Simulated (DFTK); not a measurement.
# PbSe (Pm-3m) in DFTK: reference runs

How does PbSe come out in PBE? The cell is run as given.

All numbers are computed with DFTK 0.8.2; they aren't measurements. Logs are shortened: lines on timing, memory, paths and dates and some standing lists are left out, and cuts for length are marked.

## (1) The structure

The structure is cubic, space group Pm-3m (No. 221). Conventional cell: a = 3.784 Å, b = 3.784 Å, c = 3.784 Å, α = 90.00°, β = 90.00°, γ = 90.00°. Pb (site symmetry m-3m) is surrounded by 8 Se at 3.28 Å. Se (site symmetry m-3m) is surrounded by 8 Pb at 3.28 Å.

Measurements of this composition are mostly on another form, of space group No. 225.

## (2) Single point, PBE

File run.jl:

```julia
using DFTK
using PseudoPotentialData
using Unitful, UnitfulAtomic
using LinearAlgebra, Printf
include("save.jl")
disable_threading()

# lattice vectors are the columns
lattice = austrip(1u"Å") * [      3.784322            0.0            0.0;
                      0.0       3.784322            0.0;
                      0.0            0.0       3.784322]
symbols   = [:Pb, :Se]
positions = [[0.0, 0.0, 0.0],
             [0.5, 0.5, 0.5]]
pseudopotentials = PseudoFamily("dojo.nc.sr.pbe.v0_4_1.standard.upf")
elements = Dict(s => ElementPsp(s, pseudopotentials) for s in unique(symbols))
atoms    = [elements[s] for s in symbols]

build_model(lattice, positions; symmetries=true) =
    model_DFT(lattice, atoms, positions;
              functionals=PBE(),
              temperature=austrip(0.05u"eV"),
              smearing=Smearing.FermiDirac(),
              symmetries)
Ecut  = 43.0  # hartree
kgrid = [7, 7, 7]
tol   = 1e-6
to_GPa = ustrip(uconvert(u"GPa", 1u"hartree/bohr^3"))

model = build_model(lattice, positions)
basis = PlaneWaveBasis(model; Ecut, kgrid)
display(basis)
scfres = self_consistent_field(basis;
                               tol,
                               nbandsalg=AdaptiveBands(model; n_bands_converge=20))
display(scfres.energies)
@printf "Fermi level: %.6f eV\n" ustrip(auconvert(u"eV", something(scfres.εF, NaN)))
forces = compute_forces_cart(scfres)
println("Forces (eV/Å)")
for (s, f) in zip(symbols, forces)
    @printf "%-3s %12.6f %12.6f %12.6f\n" s ustrip.(auconvert.(u"eV/Å", f))...
end
stress = compute_stresses_cart(scfres)
println("Stress (GPa)")
display(round.(stress * to_GPa; digits=4))
println("Levels at the first k-point (eV): ", round.(ustrip.(auconvert.(u"eV", scfres.eigenvalues[1][1:scfres.n_bands_converge])); digits=4))
save_scf!(scfres; forces, stress)
```

Potentials or basis: dojo.nc.sr.pbe.v0_4_1.standard.upf (PBE).

Run with:

```sh
julia --threads=1 run.jl  # save.jl only writes the numbers to a file and isn't shown; printed stress counts tension as positive; times include loading and compiling
```

The program printed:

```text
PlaneWaveBasis discretization:

    Ecut                 : 43.0 Ha
    fft_size             : (45, 45, 45), 91125 total points
    kgrid                : MonkhorstPack([7, 7, 7])
    num.   red. kpoints  : 343
    num. irred. kpoints  : 20

    Discretized Model(gga_x_pbe+gga_c_pbe, 3D):
        lattice (in Bohr)    : [7.15133   , 0         , 0         ]
                               [0         , 7.15133   , 0         ]
                               [0         , 0         , 7.15133   ]
        unit cell volume     : 365.73 Bohr³

        atoms                : PbSe
        pseudopot. family    : PseudoFamily("dojo.nc.sr.pbe.v0_4_1.standard.upf")

        num. electrons       : 30
        spin polarization    : none
        temperature          : 0.0018375 Ha
        smearing             : DFTK.Smearing.FermiDirac()

        terms                : Kinetic()
                               AtomicLocal()
                               AtomicNonlocal()
                               Ewald(nothing)
                               PspCorrection()
                               Hartree()
                               Xc(gga_x_pbe, gga_c_pbe)
                               Entropy()
n     Energy            log10(ΔE)   log10(Δρ)   Diag   Δtime
---   ---------------   ---------   ---------   ----   ------
  1   -191.6191741714                   -1.06    4.8    19.5s
  2   -191.6407510379       -1.67       -1.60    1.0    9.21s
  3   -191.6425807988       -2.74       -2.14    3.0    11.4s
  4   -191.6426334660       -4.28       -2.52    2.1    13.0s
  5   -191.6426322948   +   -5.93       -2.90    1.3    8.62s
  6   -191.6426342988       -5.70       -3.95    2.4    9.77s
  7   -191.6426343555       -7.25       -4.16    3.7    13.2s
  8   -191.6426343617       -8.21       -4.60    1.3    8.75s
  9   -191.6426343625       -9.09       -5.02    2.0    12.3s
 10   -191.6426343625      -11.90       -5.28    1.1    8.54s
 11   -191.6426343625      -10.42       -6.07    2.0    9.40s
Energy breakdown (in Ha):
    Kinetic             112.9308307
    AtomicLocal         -130.9031300
    AtomicNonlocal      -67.5414893
    Ewald               -114.7846123
    PspCorrection       6.0741758
    Hartree             46.7705937
    Xc                  -44.1886120
    Entropy             -0.0003910

    total               -191.642634362532
Fermi level: 4.479714 eV
Forces (eV/Å)
Pb     -0.000000     0.000000     0.000000
Se     -0.000000     0.000000     0.000000
Stress (GPa)
3×3 StaticArraysCore.SMatrix{3, 3, Float64, 9} with indices SOneTo(3)×SOneTo(3):
 0.1347  0.0     0.0
 0.0     0.1347  0.0
 0.0     0.0     0.1347
Levels at the first k-point (eV): [-42.3488, -42.3488, -42.3486, -42.3486, -42.3486, -12.4007, -12.4007, -12.2505, -12.2505, -12.2505, -8.6964, -2.5576, 3.0255, 3.0255, 3.0255, 9.6513, 9.6513, 10.5613, 10.5613, 10.5613]
```

Wall time 4.6 min (1 thread of Intel Xeon Platinum 8259CL at 2.50GHz (Skylake/Cascade Lake), shared host); peak memory 1.6 GiB.

What came out:

```yaml
Free_energy: -5214.8617 eV
Pressure: -0.1 GPa
Band_gap_on_the_k_mesh: none (metal or under the smearing width)
```
